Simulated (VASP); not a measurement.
# Fe (P6_3/mmc) in VASP: further runs, part 2 of 2

VASP 6.6.1. Earlier steps stand in the parts before.

### Step 3. Phonons, LDA, collinear spin, ferrimagnetic start

Input file POSCAR:

```
Fe
1.0
    2.4341575853      0.0000000000      0.0000000000
   -1.2170787927      2.1080423057      0.0000000000
    0.0000000000      0.0000000000      3.8419344700
Fe
2
Direct
    0.6666666667      0.3333333333      0.7500000000
    0.3333333333      0.6666666667      0.2500000000
```

Input file INCAR.step1:

```
  ALGO = Normal
  EDIFF = 1E-8
  EDIFFG = -0.002
  ENCUT = 600
  GGA = CA
  IBRION = 2
  ISIF = 3
  ISMEAR = 1
  ISPIN = 2
  LASPH = T
  LCHARG = F
  LMAXMIX = 4
  LORBIT = 11
  LREAL = F
  LWAVE = F
  MAGMOM = 3 -1.5
  NELM = 120
  NSW = 40
  NUPDOWN = 0
  PREC = Accurate
  SIGMA = 0.1
```

Input file INCAR.step2:

```
  ALGO = Normal
  EDIFF = 1E-8
  ENCUT = 600
  GGA = CA
  IBRION = 6
  ISIF = 2
  ISMEAR = 1
  ISPIN = 2
  LASPH = T
  LCHARG = F
  LMAXMIX = 4
  LORBIT = 11
  LREAL = F
  LWAVE = F
  MAGMOM = 3 -1.5
  NELM = 120
  NFREE = 2
  NSW = 1
  NUPDOWN = 0
  POTIM = 0.015
  PREC = Accurate
  SIGMA = 0.1
```

Input file KPOINTS:

```
k-points
0
Gamma
  3 3 2
```

Potentials or basis: VASP PAW LDA potentials, release 64 (Fe).

Started as:

```
$ cat potpaw_LDA.64/Fe/POTCAR > POTCAR
$ cp INCAR.step1 INCAR
$ mpirun -np 1 vasp_std > vasp.out
$ cp CONTCAR POSCAR
$ cp INCAR.step2 INCAR
$ mpirun -np 1 vasp_std > vasp.out
```

OUTCAR:

```text
EDIFF = 1E-8
   ENCUT = 600
   GGA = CA
   IBRION = 6
   ISIF = 2
   ISMEAR = 1
   ISPIN = 2
   LASPH = T
   LORBIT = 11
   LREAL = F
   NELM = 120
   NFREE = 2
   NSW = 1
   NUPDOWN = 0
   POTIM = 0.015
   PREC = Accurate

 ion  position               nearest neighbor table
[... 741 lines left out ...]
  y    -7.71071     7.71071     0.00000    -0.00000     0.00000     0.00000
  z    -0.00000     0.00000     0.00000    -0.00000    -0.00000     0.00000

 Eigenvectors and eigenvalues of the dynamical matrix
 ----------------------------------------------------

   1 f  =   10.169539 THz    63.897099 2PiTHz  339.219311 cm-1    42.057815 meV
             X         Y         Z           dx          dy          dz
      1.245344  0.719000  2.754574     0.000000    0.000000   -0.707106
     -0.000000  1.437999  0.918191     0.000000    0.000000    0.707107
[... 21 lines left out ...]
   6 f/i=    0.000096 THz     0.000606 2PiTHz    0.003219 cm-1     0.000399 meV
             X         Y         Z           dx          dy          dz
      1.245344  0.719000  2.754574     0.106729   -0.698997    0.000000
     -0.000000  1.437999  0.918191     0.106732   -0.699014    0.000000

 ELASTIC MODULI CONTR FROM IONIC RELAXATION (kBar)
 Direction    XX          YY          ZZ          XY          YZ          ZX
 --------------------------------------------------------------------------------
 XX        -656.6827    656.6827     -0.0000      0.0000      0.0000      0.0000
 YY         656.6827   -656.6827      0.0000      0.0000     -0.0000     -0.0000
 ZZ          -0.0000      0.0000     -0.0000      0.0000      0.0000      0.0000
 XY           0.0000      0.0000      0.0000   -656.6827      0.0000      0.0000
 YZ           0.0000     -0.0000      0.0000      0.0000     -0.0000     -0.0000
 ZX           0.0000     -0.0000      0.0000      0.0000     -0.0000     -0.0000
 --------------------------------------------------------------------------------

 total charge

# of ion       s       p       d       tot
------------------------------------------
    1        0.560   0.687   6.373   7.621
    2        0.560   0.687   6.373   7.621
--------------------------------------------------
tot          1.121   1.375  12.746  15.241

 magnetization (x)

# of ion       s       p       d       tot
------------------------------------------
    1        0.005   0.009   0.994   1.008
    2       -0.005  -0.009  -0.994  -1.008
--------------------------------------------------
tot         -0.000  -0.000   0.000  -0.000
```

OUTCAR.step1:

```text
EDIFF = 1E-8
   EDIFFG = -0.002
   ENCUT = 600
   GGA = CA
   IBRION = 2
   ISIF = 3
   ISMEAR = 1
   ISPIN = 2
   LASPH = T
   LORBIT = 11
[... 635 lines left out ...]

 reached required accuracy - stopping structural energy minimisation

 total charge

# of ion       s       p       d       tot
------------------------------------------
    1        0.560   0.687   6.373   7.620
    2        0.560   0.687   6.373   7.620
--------------------------------------------------
tot          1.121   1.374  12.745  15.241

 magnetization (x)

# of ion       s       p       d       tot
------------------------------------------
    1        0.005   0.009   0.995   1.009
    2       -0.005  -0.009  -0.995  -1.009
--------------------------------------------------
tot          0.000   0.000  -0.000  -0.000
```

OSZICAR.step1:

```text
N       E                     dE             d eps       ncg     rms          rms(c)
DAV:   1     0.938940125785E+02    0.93894E+02   -0.77445E+03   312   0.179E+03
[... 119 lines left out ...]
DAV:   1    -0.185121068928E+02   -0.25866E-05   -0.50267E-05   322   0.148E-01    0.131E-02
DAV:   2    -0.185121048913E+02    0.20015E-05   -0.10232E-05   322   0.723E-02    0.549E-03
DAV:   3    -0.185121047247E+02    0.16666E-06   -0.46860E-07   357   0.160E-02    0.326E-03
DAV:   4    -0.185121048033E+02   -0.78595E-07   -0.16727E-07   373   0.179E-02    0.478E-03
DAV:   5    -0.185121046746E+02    0.12869E-06   -0.87587E-08   373   0.136E-02    0.907E-04
DAV:   6    -0.185121046536E+02    0.20997E-07   -0.12020E-08   179   0.197E-03    0.251E-04
DAV:   7    -0.185121046530E+02    0.54843E-09   -0.38544E-09   156   0.109E-03
  11 F= -.18512105E+02 E0= -.18512754E+02  d E =-.542604E-06  mag=    -0.0000
```

It took 2.2 min on 1 thread of Intel Xeon Platinum 8259CL at 2.50GHz (Skylake/Cascade Lake), shared host; peak memory 0.14 GiB.

These settings aren't checked as converged: the numbers below hold their error.

Results:

```
Relaxed volume                                        : 9.87 Å³/atom
Relaxed cell                                          : a = 2.491 Å, b = 2.491 Å, c = 3.673 Å, α = 90.00°, β = 90.00°, γ = 120.00°
Space group after relaxing (to 0.05 Å)                : P6_3/mmc (No. 194)
Net moment                                            : 0.00 μB per cell
Site moments                                          : Fe +1.01, -1.01 μB
Valence electrons inside the program's atomic spheres : Fe 7.62
Highest phonon frequency at Γ                         : 339 cm⁻¹
```

Caveat: the k mesh is coarse (spacing up to 0.99 Å⁻¹), so the values aren't converged; the moment is held away from its start; the total moment is fixed, so each spin has its own Fermi level.
